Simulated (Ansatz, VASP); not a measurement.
## Two plane-wave programs on C

```
C
1.0
    -1.18409    1.18409    1.18409
     1.18409   -1.18409    1.18409
     1.18409    1.18409   -1.18409
C
1
Direct
  0.00000 0.00000 0.00000
```

Alike in both runs: functional PBE; k mesh 16 × 16 × 16; occupations fermi-dirac, width 0.03 eV; no spin polarisation.

Ansatz relaxed the structure, and its values are those at the end. VASP's run is a single point on that final structure, the one shown.

|  | VASP | Ansatz |
| --- | --- | --- |
| version | VASP 6.6.1 | Ansatz 0.2.0 |
| potentials or method | VASP PAW PBE potentials, release 64 (C) | PAW with Ansatz's earlier generated frozen-core files (soft_1), scalar-relativistic |
| plane-wave cutoff (eV) | 520 | 420 |
| valence electrons in the cell | 4 | 4 |

|  | VASP | Ansatz | Ansatz less VASP |
| --- | --- | --- | --- |
| pressure (GPa) | 0.1 | 0.0 | -0.13 |

The functional is the same, so the differences come from potentials, cutoffs and numerics.
